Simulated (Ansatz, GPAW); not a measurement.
## Equation of state of W under PBEsol

Symmetry: Fm-3m, No. 225, cubic system. The conventional cell has a = 4.060 Å, b = 4.060 Å, c = 4.060 Å, α = 90.00°, β = 90.00°, γ = 90.00°. Around W (site symmetry m-3m) lie 12 W at 2.87 Å.

This isn't the form of W at room conditions, which is bcc.

The cell was scaled at fixed shape and fractions and run with Ansatz, all-electron LAPW, scalar-relativistic; PBEsol, k mesh 11 × 11 × 11 on the cell of 1 atom, fermi-dirac occupations of 0.05 eV, no spin polarisation, no spin-orbit coupling. Energies are those that the program minimises, any entropy of the smearing included. For a metal such a mesh isn't converged to the digits shown.

| V (Å³/atom) | energy over the lowest row (meV/atom) |
| --- | --- |
| 15.7270 | 4.46 |
| 16.0616 | 0.00 |
| 16.3962 | 8.89 |
| 16.7309 | 29.73 |
| 17.0655 | 61.26 |
| 17.4001 | ? |
| 17.7347 | 151.87 |

Problem. Fit the third-order Birch-Murnaghan form, give V0, B0 and B′, and predict the energy left open.

Solution. With y = (V0/V)^(2/3), E = E0 + (9 V0 B0/16) [(y - 1)³ B′ + (y - 1)² (6 - 4y)]. Least squares through the rows shown give V0 = 16.0004 Å³/atom, E0 = -0.23 meV, B0 = 312.1 GPa (1 eV/Å³ = 160.218 GPa) and B′ = 4.40, with a largest miss of 0.01 meV. At V = 17.4001 the form with these constants gives 102.31 meV; the run gave 102.32 meV an atom. Other set-ups at this level, from all their volumes (Å³/atom, GPa): GPAW, PAW data sets generated for this functional: V0 15.980, B0 314.4.
